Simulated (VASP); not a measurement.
The system is BaTiO3.

```
Ba Ti O
1.0
     3.99980    0.00000    0.00000
     0.00000    3.99980    0.00000
     0.00000    0.00000    4.01800
Ba Ti O
1 1 3
Direct
  0.00000 0.00000 0.00000
  0.50000 0.50000 0.49000
  0.00000 0.50000 0.51700
  0.50000 0.00000 0.51700
  0.50000 0.50000 0.01900
```

```yaml
Program: VASP 6.6.1
Task: relaxation of cell and atoms
Functional: RPBE
Potentials_or_basis: VASP PAW PBE potentials, release 64 (Ba_sv, Ti_sv, O)
Cutoff: 600 eV
k_mesh: 7 × 7 × 7
Occupations: fermi-dirac, width 0.05 eV
Spin: no spin polarisation
```

At the start: pressure 8.3 GPa; volume 12.86 Å³/atom.

Question: Where does the relaxation end?

Answer: Over 29 steps the energy falls by 34.8 meV/atom and the volume is 14.23 Å³/atom (+10.7 %); space group P4mm (No. 99, to 0.05 Å).

Step by step:
```csv
step,energy change (eV),largest force (eV/Å),pressure (GPa),volume (Å³)
1,0.0000,0.2726,8.28,64.28
2,-0.0411,0.7433,-5.55,70.66
3,-0.0889,0.5343,-0.30,67.84
4,-0.1079,0.3759,-0.09,68.05
5,-0.1230,0.1525,0.75,68.40
6,-0.1334,0.1879,0.37,68.88
7,-0.1455,0.3887,-0.27,70.19
8,-0.1575,0.1956,-0.90,70.33
9,-0.1575,0.1966,-0.89,70.33
10,-0.1622,0.1756,0.52,69.73
11,-0.1622,0.1730,0.69,69.67
12,-0.1661,0.1425,0.57,69.86
13,-0.1693,0.2306,0.38,70.27
14,-0.1709,0.1643,-0.51,70.72
15,-0.1710,0.1177,-0.33,70.63
16,-0.1720,0.0861,-0.02,70.54
17,-0.1722,0.0779,0.19,70.49
18,-0.1727,0.0215,0.22,70.60
19,-0.1728,0.0721,0.24,70.70
20,-0.1731,0.0511,0.05,70.85
21,-0.1733,0.0216,-0.21,71.06
22,-0.1735,0.0226,-0.15,71.05
23,-0.1736,0.0353,-0.03,71.03
24,-0.1737,0.0380,-0.01,71.03
25,-0.1737,0.0208,0.09,71.02
26,-0.1737,0.0209,0.09,71.02
27,-0.1738,0.0210,0.03,71.07
28,-0.1738,0.0216,-0.05,71.13
29,-0.1738,0.0139,-0.06,71.15
```

Final structure:
```
Ba Ti O
1.0
     4.00092    0.00000    0.00000
     0.00000    4.00092    0.00000
     0.00000    0.00000    4.44458
Ba Ti O
1 1 3
Direct
  0.00000 0.00000 0.97593
  0.50000 0.50000 0.46156
  0.00000 0.50000 0.52396
  0.50000 0.00000 0.52396
  0.50000 0.50000 0.05758
```

Caveat: the PAW data sets were made with another functional, which shifts forces and pressure a little; the volume moved by +11 % from the deposited cell, more than functionals usually miss.
